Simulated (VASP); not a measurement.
# KCl (Sylvite): relaxation of the atoms with LDA

**Measured values to compare with.**

From a printed reference work, monograph, for a bulk crystal of KCl: band gap 8.68 eV.

KCl (Sylvite):

```
K Cl
1.0
     0.00000    3.04355    3.04355
     3.04355    0.00000    3.04355
     3.04355    3.04355    0.00000
K Cl
1 1
Direct
  0.00000 0.00000 0.00000
  0.50000 0.50000 0.50000
```

- Program: VASP 6.6.1
- Task: relaxation of the atoms
- Functional: LDA
- Potentials or basis: VASP PAW LDA potentials, release 64 (K_sv, Cl)
- Cutoff: 600 eV
- k mesh: 8 × 8 × 8
- Occupations: gaussian, width 0.03 eV
- Spin: no spin polarisation
- Further INCAR settings: ALGO = Fast; EDIFF = 1e-07; IBRION = 2; EDIFFG = -0.01; NSW = 40

```json
{
  "Pressure after relaxing": "0.0 GPa",
  "Band gap on the k mesh": "5.10 eV, direct"
}
```

Final structure:
```
K Cl
1.0
     0.00000    3.04355    3.04355
     3.04355    0.00000    3.04355
     3.04355    3.04355    0.00000
K Cl
1 1
Direct
  0.00000 0.00000 0.00000
  0.50000 0.50000 0.50000
```

Levels at points of the mesh, in eV from the valence-band top:
```tsv
k point	band 4	band 5	band 6	band 7	band 8	band 9	band 10	band 11	band 12
(0.00, 0.00, 0.00)	-10.31	-10.31	0.00	0.00	0.00	5.10	8.11	8.11	8.11
(0.50, 0.00, 0.00)	-10.33	-9.99	-1.33	-0.44	-0.44	7.47	8.64	10.59	10.70
(0.50, 0.50, 0.00)	-10.40	-10.40	-0.76	-0.25	-0.25	6.05	8.44	10.23	10.27
```

Wall time 19 s on 1 thread of Intel(R) Xeon(R) Platinum 8488C (Sapphire Rapids) (shared host), peak memory 0.17 GiB.

Against the measured gap of KCl, 8.68 eV (a printed reference work, monograph), the calculated 5.10 eV is off by -3.58 eV. The value is that of LDA on a finite k mesh, which can miss the band edges, without temperature or zero-point motion. Semilocal functionals fall short of measured gaps as a rule.

Caveat: the relaxation stopped at its first step, so nothing moved.
